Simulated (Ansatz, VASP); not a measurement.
Given: the input of a run of Ansatz 0.2.0 on BAs.

The input input.yaml:

```yaml
crystal:
  lattice:
    - [0.0, 2.3562190158, 2.3562190158]
    - [2.3562190158, 0.0, 2.3562190158]
    - [2.3562190158, 2.3562190158, 0.0]
  atoms:
    - { symbol: As, position: [0.75, 0.75, 0.75] }
    - { symbol: B, position: [0.0, 0.0, 0.0] }
kpoints:
  mp_grid: { grid: [10, 10, 10] }
scf:
  occupations: { method: fermi_dirac, width: 0.05 }
hamiltonian:
  xc: pbesol
  pseudopotentials: { kind: all_electron, lapw: { basis_error: 0.0005 } }
output:
  forces: true
  stress: true
  eigenvalues: true
```

Potentials or basis: all-electron LAPW, scalar-relativistic.

Run with:

```sh
$ ansatz run input.yaml --threads 1 --pin off --max-ram 3072MiB --backend cpu --events-out ev --progress --plain --runs-dir out
```

Problem. Set up the same calculation for VASP 6.6.1. Potentials there: VASP PAW PBE potentials, release 64 (As, B).

Solution. As run (the cutoff follows the program's own potentials):

The input INCAR:

```
SYSTEM = BAs
PREC = Accurate ; ENCUT = 520
EDIFF = 1E-7 ; ISMEAR = -1
SIGMA = 0.05 ; LREAL = .FALSE.
LASPH = .TRUE. ; NELM = 100
ALGO = Normal ; ISIF = 2
LWAVE = .FALSE. ; LCHARG = .TRUE.
GGA = PS ; LELF = .TRUE.
LVHAR = .TRUE. ; NBANDS = 11
```

Contents of KPOINTS:

```
regular mesh
0
G
  10 10 10
  0 0 0
```

File POSCAR:

```
BAs
1.0
    0.0000000000      2.3562190158      2.3562190158
    2.3562190158      0.0000000000      2.3562190158
    2.3562190158      2.3562190158      0.0000000000
As B
1 1
Direct
    0.7500000000      0.7500000000      0.7500000000
    0.0000000000      0.0000000000      0.0000000000
```

Potentials or basis: VASP PAW PBE potentials, release 64 (As, B).

Command:

```bash
$ cat potpaw_PBE.64/As/POTCAR potpaw_PBE.64/B/POTCAR > POTCAR
$ mpirun -np 1 vasp_std > vasp.out
```

Both were run:

|  | VASP | Ansatz | Ansatz less VASP |
| --- | --- | --- | --- |
| gap on the k mesh at the Fermi level (eV) | 1.03 | 1.05 | +0.012 |
| least direct gap on the mesh (eV) | 3.29 | 3.30 | +0.007 |
| pressure (GPa) | 6.3 | 5.3 | -1.07 |

Ansatz ran all-electron here, so the differences hold the error of VASP's frozen core and of both bases.

Caveats: the PAW data sets were made with another functional, which shifts forces and pressure a little (VASP). A k mesh can miss the band edges.
